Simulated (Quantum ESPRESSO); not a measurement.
Crystal: Br.

```
Br
1.0
     3.36325   -2.32255    0.00000
     3.36325    2.32255    0.00000
     0.00000    0.00000    8.70230
Br
4
Direct
  0.36510 0.63490 0.39010
  0.13490 0.86510 0.89010
  0.63490 0.36510 0.60990
  0.86510 0.13490 0.10990
```

Base run:

* Program: Quantum ESPRESSO 7.5
* Functional: PBEsol
* Potentials or basis: GBRV 1.5 PBEsol
* Cutoff: 612 eV
* Density cutoff: 4898 eV
* k mesh: 7 × 7 × 3
* Occupations: fermi-dirac, width 0.05 eV
* Spin: no spin polarisation

Its results: band gap on the k mesh 1.83 eV, indirect (least direct gap 1.84 eV); pressure 0.3 GPa; largest force 0.826 eV/Å.

Q: The run is repeated on the same cell with these changes: functional from PBEsol to LDA; potentials or basis from GBRV 1.5 PBEsol to GBRV 1.5 LDA. What comes out?

A: Band gap on the k mesh 1.74 eV, indirect (least direct gap 1.76 eV); pressure -1.1 GPa; largest force 0.809 eV/Å.

Caveats: some levels on the path didn't converge (some runs).

A k mesh can miss the band edges.
